**Townes-Dailey estimates of field gradients at B, N, Ga and As**

The table holds electric field gradients, asymmetries and quadrupole couplings at three-coordinate B, N, Ga and As in seven molecules, from non-relativistic B3LYP/pcJ-1 (pcSseg-1 on Ga and As) in PySCF at GFN2-xTB geometries. The program tests V = −0.8⟨r⁻³⟩U with rough recalled free-atom ⟨r⁻³⟩, taking the p imbalance U either from bond angles and electronegativities without a fit, or as one rounded value per group (+0.5, set on the four N and As rows, and −1). The unfitted version gives all signs correctly but is 12 to 24 % off for B and N and 34 to 71 % too small for Ga and As. The rounded rule reproduces the five B, N and As rows within 8 % of the computed gradient (10 % when each group-15 row is left out in turn) and falls 39 to 44 % short for Ga. The output also checks the conversion to MHz and gives the size of bare point charges on the ligands.

PySCF 2.14.0, B3LYP/pcJ-1 (pcSseg-1 on Ga and As) with density fitting, non-relativistic, for gas-phase molecules at GFN2-xTB geometries. In the SMILES frames * is the marked atom; the gradient is the largest principal value at its nucleus and the coupling is eQq/h. Quadrupole moments are 0.04059 (11B), 0.02044 (14N), 0.171 (69Ga) and 0.314 barn (75As).

## Numerical check

```python
# Table: electric field gradient (a.u.), asymmetry and quadrupole coupling (MHz) at B, N, Ga, As;
# PySCF, B3LYP/pcJ-1 (pcSseg-1 on Ga, As), non-relativistic, GFN2-xTB geometries.
# Tested: Townes-Dailey Vzz = -0.8 <r^-3> U, with U from angles and electronegativity (A)
# or one rounded U per group (B); ligand point charges for size.
T = {
    'formula': ['C2H7Ga', 'C2H7As', 'C6H7N', 'C3H9B', 'C3H9N', 'C3H9Ga', 'C3H9As'],
    'member': ['H*(H)CC', 'H*(H)CC', 'H*(H)c1ccccc1', 'C*(C)C', 'C*(C)C', 'C*(C)C', 'C*(C)C'],
    'element': ['Ga', 'As', 'N', 'B', 'N', 'Ga', 'As'],
    'Z': [31, 33, 7, 5, 7, 31, 33],
    'en': [1.81, 2.18, 3.04, 2.04, 3.04, 1.81, 2.18],
    'pg': ['Cs', 'Cs', 'Cs', 'C1', 'C3v', 'C1', 'C3v'],
    'r_mean': [1.739, 1.664, 1.132, 1.578, 1.447, 2.047, 1.975],  # Å
    'angles': [360, 278, 347, 360, 334, 360, 289],  # °
    'efg': [4.152, -2.684, -1.146, 0.578, -1.29, 3.802, -2.882],  # a.u.
    'eta': [0.04, 0.08, 0.06, 0.0, 0.0, 0.01, 0.0],
    'cq': [166.8, -198.0, -5.5, 5.52, -6.2, 152.8, -212.6],  # MHz
}
import numpy as np
from scipy.constants import physical_constants as pc, h
a0 = pc['Bohr radius'][0]
K = pc['Hartree energy'][0] / a0**2 * 1e-28 / h / 1e6
F, el = list(T['formula']), list(T['element'])
V, cq, en, ang, r, eta = (np.array(T[k], float) for k in ('efg', 'cq', 'en', 'angles', 'r_mean', 'eta'))
Qd = {'B': 0.04059, 'N': 0.02044, 'Ga': 0.171, 'As': 0.314}  # barn, from the caption
R3 = {'B': 0.78, 'N': 3.1, 'Ga': 2.9, 'As': 6.9}  # rough recalled free-atom valence p <r^-3>, a.u.
chiC, chiH = 2.5, 2.2  # rough recalled electronegativities
Q, r3 = np.array([Qd[e] for e in el]), np.array([R3[e] for e in el])
g15 = np.array([e in ('N', 'As') for e in el])
ga = np.array([e == 'Ga' for e in el])
isN = np.array([e == 'N' for e in el])
nH = np.array([2 if m.startswith('H*(H)') else 0 for m in T['member']])
i = {f: k for k, f in enumerate(F)}
def fp(a):
    c = np.cos(np.radians(a / 3))
    return 3 * c / (c - 1)
dev = np.abs(K * Q * V / cq - 1).max()
print(f"conversion {K:.2f} MHz per a.u. barn; reproduces couplings within {100*dev:.2f} %")
print(f"rounding of gradient at most {100*0.0005/np.abs(V).min():.2f} %; largest asymmetry {eta.max():.2f}")
for e in R3:
    print(f"{e}: recalled <r^-3> {R3[e]} a.u.; per unit U {0.8*R3[e]:.2f} a.u., {0.8*R3[e]*Qd[e]*K:.1f} MHz")
f = fp(ang)
sig = 1 + (en - (nH * chiH + (3 - nH) * chiC) / 3) / 2
UA = f * (2 * g15 - sig)
VA, U = -0.8 * r3 * UA, -V / (0.8 * r3)
print("A, no fit: row, mean angle, p share f, sigma, U model, U from table, Vzz a.u., error")
for k in range(len(F)):
    print(f"{F[k]:7s} {ang[k]/3:6.1f} {f[k]:.3f} {sig[k]:.2f} {UA[k]:+.2f} {U[k]:+.3f} {VA[k]:+.3f} {100*(VA[k]/V[k]-1):+.0f} %")
a, b = i['C3H9As'], i['C2H7As']
print(f"C3H9As/C2H7As: f ratio {f[a]/f[b]:.2f}, A ratio {VA[a]/VA[b]:.2f}, table {V[a]/V[b]:.3f}")
print(f"angle-sum rounding 0.5 deg moves f of C2H7As by {100*(fp(ang[b]+0.5)/f[b]-1):.0f} %")
print(f"f that A would need: C3H9As {U[a]/(2-sig[a]):.2f}, C2H7As {U[b]/(2-sig[b]):.2f}")
c, d = i['C2H7Ga'], i['C3H9Ga']
print(f"C2H7Ga/C3H9Ga: A ratio {VA[c]/VA[d]:.2f}, table {V[c]/V[d]:.3f} (to trimethyl {100*(V[d]/V[c]-1):+.1f} %)")
print(f"aniline against C3H9N: table {100*(V[i['C6H7N']]/V[i['C3H9N']]-1):+.1f} %, A {100*(VA[i['C6H7N']]/VA[i['C3H9N']]-1):+.1f} %")
print(f"group 15 mean U {U[g15].mean():.3f}, range {U[g15].min():.3f} to {U[g15].max():.3f}; Ga mean U {U[ga].mean():.2f}")
UB = np.where(g15, 0.5, -1.0)
VB = -0.8 * r3 * UB
print("B, U = +0.5 or -1: row, Vzz rule, table (a.u.), error, coupling rule, table (MHz)")
for k in range(len(F)):
    print(f"{F[k]:7s} {VB[k]:+.3f} {V[k]:+.3f} {100*(VB[k]/V[k]-1):+.1f} %  {K*Q[k]*VB[k]:+.1f} {cq[k]:+.1f}")
eB = VB / V - 1
print(f"B without Ga: worst {100*np.abs(eB[~ga]).max():.1f} %, mean size {100*np.abs(eB[~ga]).mean():.1f} %")
print("Ga rows with extra factor 1.7 (set on these rows): " + ", ".join(f"{F[k]} {100*(1.7*VB[k]/V[k]-1):+.1f} %" for k in (c, d)))
idx = np.where(g15)[0]
print("group 15, each row left out: " + ", ".join(f"{F[k]} {100*(U[idx[idx != k]].mean()/U[k]-1):+.1f} %" for k in idx))
print("U from N rows used for As: " + ", ".join(f"{F[k]} {100*(U[isN].mean()/U[k]-1):+.1f} %" for k in (b, a)))
print("U from B row used for Ga: " + ", ".join(f"{F[k]} {100*(U[i['C3H9B']]/U[k]-1):+.0f} %" for k in (c, d)))
for x, y in (('B', 'Ga'), ('N', 'As')):
    p, q = i['C3H9' + x], i['C3H9' + y]
    print(f"trimethyl {y}/{x}: gradient {V[q]/V[p]:.2f}, <r^-3> {R3[y]/R3[x]:.2f}, Q {Qd[y]/Qd[x]:.1f}, coupling {cq[q]/cq[p]:.1f}")
for x in ('C3H9B', 'C3H9Ga'):
    v = 3 / (r[i[x]] * 1e-10 / a0)**3
    print(f"{x}: three bare charges of -1 e in plane give {v:.3f} a.u., {100*v/V[i[x]]:.1f} % of table")
assert np.all(V[g15] < 0) and np.all(V[~g15] > 0)
assert dev < 0.005
assert 0.4 < U[g15].min() and U[g15].max() < 0.6
assert f[a] / f[b] > 2 and V[a] / V[b] < 1.15
```

It prints:

```
conversion 234.96 MHz per a.u. barn; reproduces couplings within 0.14 %
rounding of gradient at most 0.09 %; largest asymmetry 0.08
B: recalled <r^-3> 0.78 a.u.; per unit U 0.62 a.u., 6.0 MHz
N: recalled <r^-3> 3.1 a.u.; per unit U 2.48 a.u., 11.9 MHz
Ga: recalled <r^-3> 2.9 a.u.; per unit U 2.32 a.u., 93.2 MHz
As: recalled <r^-3> 6.9 a.u.; per unit U 5.52 a.u., 407.3 MHz
A, no fit: row, mean angle, p share f, sigma, U model, U from table, Vzz a.u., error
C2H7Ga   120.0 1.000 0.75 -0.75 -1.790 +1.752 -58 %
C2H7As    92.7 0.133 0.94 +0.14 +0.486 -0.780 -71 %
C6H7N    115.7 0.907 1.37 +0.57 +0.462 -1.417 +24 %
C3H9B    120.0 1.000 0.77 -0.77 -0.926 +0.480 -17 %
C3H9N    111.3 0.800 1.27 +0.58 +0.520 -1.449 +12 %
C3H9Ga   120.0 1.000 0.66 -0.65 -1.639 +1.520 -60 %
C3H9As    96.3 0.298 0.84 +0.35 +0.522 -1.909 -34 %
C3H9As/C2H7As: f ratio 2.23, A ratio 2.45, table 1.074
angle-sum rounding 0.5 deg moves f of C2H7As by 6 %
f that A would need: C3H9As 0.45, C2H7As 0.46
C2H7Ga/C3H9Ga: A ratio 1.15, table 1.092 (to trimethyl -8.4 %)
aniline against C3H9N: table -11.2 %, A -2.2 %
group 15 mean U 0.498, range 0.462 to 0.522; Ga mean U -1.71
B, U = +0.5 or -1: row, Vzz rule, table (a.u.), error, coupling rule, table (MHz)
C2H7Ga  +2.320 +4.152 -44.1 %  +93.2 +166.8
C2H7As  -2.760 -2.684 +2.8 %  -203.6 -198.0
C6H7N   -1.240 -1.146 +8.2 %  -6.0 -5.5
C3H9B   +0.624 +0.578 +8.0 %  +6.0 +5.5
C3H9N   -1.240 -1.290 -3.9 %  -6.0 -6.2
C3H9Ga  +2.320 +3.802 -39.0 %  +93.2 +152.8
C3H9As  -2.760 -2.882 -4.2 %  -203.6 -212.6
B without Ga: worst 8.2 %, mean size 5.4 %
Ga rows with extra factor 1.7 (set on these rows): C2H7Ga -5.0 %, C3H9Ga +3.7 %
group 15, each row left out: C2H7As +3.1 %, C6H7N +10.3 %, C3H9N -5.8 %, C3H9As -6.2 %
U from N rows used for As: C2H7As +1.0 %, C3H9As -5.9 %
U from B row used for Ga: C2H7Ga -48 %, C3H9Ga -43 %
trimethyl Ga/B: gradient 6.58, <r^-3> 3.72, Q 4.2, coupling 27.7
trimethyl As/N: gradient 2.23, <r^-3> 2.23, Q 15.4, coupling 34.3
C3H9B: three bare charges of -1 e in plane give 0.113 a.u., 19.6 % of table
C3H9Ga: three bare charges of -1 e in plane give 0.052 a.u., 1.4 % of table
```
